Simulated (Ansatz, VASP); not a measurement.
**One calculation of B, two programs**

```
CELL_PARAMETERS angstrom
1.88501 0.00000 0.00000
0.00000 1.88501 0.00000
0.00000 0.00000 1.88501
ATOMIC_POSITIONS crystal
B 0.00000 0.00000 0.00000
```

Alike in both runs: functional PBE; k mesh 28 × 28 × 28; occupations gaussian, width 0.1 eV; no spin polarisation.

Ansatz relaxed the structure, and its values are those at the end. VASP's run is a single point on that final structure, the one shown.

|  | VASP | Ansatz |
| --- | --- | --- |
| version | VASP 6.6.1 | Ansatz 0.2.0 |
| potentials or method | VASP PAW PBE potentials, release 64 (B) | scalar-relativistic, plane waves, PAW |
| plane-wave cutoff (eV) | 520 | 420 |
| valence electrons in the cell | 3 | 3 |

|  | VASP | Ansatz | Ansatz less VASP |
| --- | --- | --- | --- |
| gap on the k mesh at the Fermi level (eV) | none | none | - |
| pressure (GPa) | 0.1 | 0.0 | -0.06 |

A gap of «none» marks a metal or a gap that the smearing closes.
